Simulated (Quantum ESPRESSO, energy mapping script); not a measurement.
Computed results, one entry a study.

### MnS (Browneite): exchange couplings from total energies

Symmetry: F-43m, No. 216, cubic system. Conventional cell: a = 5.600 Å, b = 5.600 Å, c = 5.600 Å, α = 90.00°, β = 90.00°, γ = 90.00°. Mn has 4 S at 2.42 Å nearest. S has 4 Mn at 2.42 Å nearest. Farther neighbours and most contacts between anions are not listed.

```
CELL_PARAMETERS angstrom
0.00000 -2.80000 -2.80000
0.00000 2.80000 -2.80000
5.60000 0.00000 0.00000
ATOMIC_POSITIONS crystal
Mn 0.50000 0.50000 0.50000
Mn 0.00000 0.00000 0.00000
S 0.00000 0.50000 0.75000
S 0.50000 0.00000 0.25000
```

```
method                                : PBE with U = 4 eV on Mn d, ortho-atomic projectors, GBRV potentials (and 1 further level or step)
program                               : Quantum ESPRESSO 7.5 and energy mapping script 1
settings of one run                   : cutoff 612.26 eV, 5×5×4 k-mesh, Fermi-Dirac occupations, smearing width 0.05 eV, collinear spin, GBRV 1.5 ultrasoft, starting moments 4.5 -4.5 0 0 μB
notes                                 : Level: PBE with U = 4 eV on Mn d, ortho-atomic projectors, Quantum ESPRESSO with GBRV potentials. The state is antiferromagnetic; only a few collinear orders were tried. Couplings are for E = −Σ J e·e over ordered pairs of unit vectors.
lowest order tried                    : compensated +− in cell A
largest fitted value, Mn–Mn at 3.96 Å : -6.47 meV
ordering temperature, mean field      : 195 K
heat-capacity peak, Monte Carlo       : 62.8 K
```

Of the orders tried, MnS (Browneite) prefers the order “compensated +− in cell A” under PBE+U (4 eV), QE, GBRV, with 8 of 12 neighbours at 3.96 Å, 0 of 6 neighbours at 5.60 Å and 16 of 24 neighbours at 6.86 Å opposed, and the heat capacity of the fitted model peaks near 63 K (Monte Carlo, classical spins). The model's best pattern is not among the orders that were run. The largest fitted coupling is the Mn–Mn pair at 3.96 Å, antiferromagnetic at -6.5 meV, across a ligand at about 109°.

### Spin model of MnS (Browneite) from collinear orders

The structure is cubic, space group F-43m (No. 216). Conventional cell: a = 5.600 Å, b = 5.600 Å, c = 5.600 Å, α = 90.00°, β = 90.00°, γ = 90.00°. Nearest to Mn lie 4 S at 2.42 Å. Nearest to S lie 4 Mn at 2.42 Å. Farther neighbours and most contacts between anions are not listed.

```xyz
4
Lattice="0.0000 -2.8000 -2.8000 0.0000 2.8000 -2.8000 5.6000 0.0000 0.0000" Properties=species:S:1:pos:R:3 pbc="T T T"
Mn    2.8000    0.0000   -2.8000
Mn    0.0000    0.0000    0.0000
S     4.2000    1.4000   -1.4000
S     1.4000   -1.4000   -1.4000
```

```
method                                : PBE with U = 5 eV on Mn d, ortho-atomic projectors, GBRV potentials (and 3 further levels or steps)
program                               : Quantum ESPRESSO 7.5 and energy mapping script 1
settings of one run                   : cutoff 612.26 eV, 5×5×4 k-mesh, Fermi-Dirac occupations, smearing width 0.05 eV, collinear spin, GBRV 1.5 ultrasoft, starting moments 4.5 -4.5 0 0 μB
notes                                 : Level: PBE with U = 5 eV on Mn d, ortho-atomic projectors, Quantum ESPRESSO with GBRV potentials. The state is antiferromagnetic; only a few collinear orders were tried. Couplings are for E = −Σ J e·e over ordered pairs of unit vectors.
lowest order tried                    : compensated +− in cell A
largest fitted value, Mn–Mn at 3.96 Å : -5.08 meV
ordering temperature, mean field      : 153 K
heat-capacity peak, Monte Carlo       : 49.6 K
```

Of the orders tried, MnS (Browneite) prefers the order “compensated +− in cell A” under PBE+U (5 eV), QE, GBRV, with 8 of 12 neighbours at 3.96 Å, 0 of 6 neighbours at 5.60 Å and 16 of 24 neighbours at 6.86 Å opposed, and the heat capacity of the fitted model peaks near 50 K (Monte Carlo, classical spins). The model's best pattern is not among the orders that were run. The coupling at 3.96 Å is 0.79 times that of the first set, at 0.98 times the CPU time. The largest fitted coupling is the Mn–Mn pair at 3.96 Å, antiferromagnetic at -5.1 meV, across a ligand at about 109°.

[Logs and program files are shortened in this print: banners, set-up blocks, solver, clock and traceback lines can be left out without a mark of their own.]

[Logs are printed without paths, hosts, clocks, repeated set-up lines and the standing remarks that a program may print on its own settings, such as how far it seeks lower states.]

[Hosts, paths, dates, database ids (printed as entryN), source tags and the programs' standing remarks are cut or masked in the printed files.]

[Where a cell is said to come from a database of computed structures, the database is the Materials Project.]
